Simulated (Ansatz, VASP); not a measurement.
**Two plane-wave programs on Rh**

INCAR

```
PREC = Accurate ; ENCUT = 520
EDIFF = 1E-6 ; ISMEAR = -1
SIGMA = 0.08 ; LREAL = False
LASPH = True ; NELM = 100
ALGO = Fast ; ISIF = 2
LWAVE = False ; LCHARG = True
GGA = PE ; LELF = True
LVHAR = True ; NBANDS = 30
```

KPOINTS

```
regular mesh
0
Gamma
  8 8 11
```

The input POSCAR:

```
Rh
1.0
    4.1677612943      0.0000000000      0.0000000000
   -2.0838806472      3.6093871578      0.0000000000
    0.0000000000      0.0000000000      2.5367193445
Rh
3
Direct
    0.0000000000      0.0000000000      0.0000000000
    0.3333333333      0.6666666667      0.5000000000
    0.6666666667      0.3333333333      0.5000000000
```

Input for Ansatz:

```yaml
crystal:
  lattice:
    - [4.1677612943, 0.0, 0.0]
    - [-2.0838806472, 3.6093871578, 0.0]
    - [0.0, 0.0, 2.5367193445]
  atoms:
    - { symbol: Rh, position: [0.0, 0.0, 0.0] }
    - { symbol: Rh, position: [0.3333333333, 0.6666666667, 0.5] }
    - { symbol: Rh, position: [0.6666666667, 0.3333333333, 0.5] }
kpoints:
  mp_grid: { grid: [8, 8, 11] }
scf:
  occupations: { method: fermi_dirac, width: 0.08 }
hamiltonian:
  xc: pbe
  pseudopotentials: { kind: paw, level: accurate }
output:
  forces: true
  stress: true
  eigenvalues: true
  write_density: true
  write_potential: true
  elf: true
  volumetric_format: npy
```

Alike in both runs: task single point; functional PBE; k mesh 8 × 8 × 11; occupations fermi-dirac, width 0.08 eV; no spin polarisation.

```csv
,VASP,Ansatz
version,VASP 6.6.1,Ansatz 0.2.0
potentials or method,"VASP PAW PBE potentials, release 64 (Rh_pv)","PAW with other files of Ansatz's library (level accurate), scalar-relativistic"
plane-wave cutoff (eV),520,640
valence electrons in the cell,45,51
```

|  | VASP | Ansatz | Ansatz less VASP |
| --- | --- | --- | --- |
| pressure (GPa) | 42.4 | 42.2 | -0.17 |
| largest component of the traceless stress (GPa) | 0.10 | 0.00 | -0.099 |

The functional is the same, so the differences come from potentials, cutoffs and numerics. The two sets of potentials don't hold the same shells in valence.

Caveats: so large a pressure means that the cell lies far from this level's equilibrium, or that cutoff or potentials fall short (VASP).
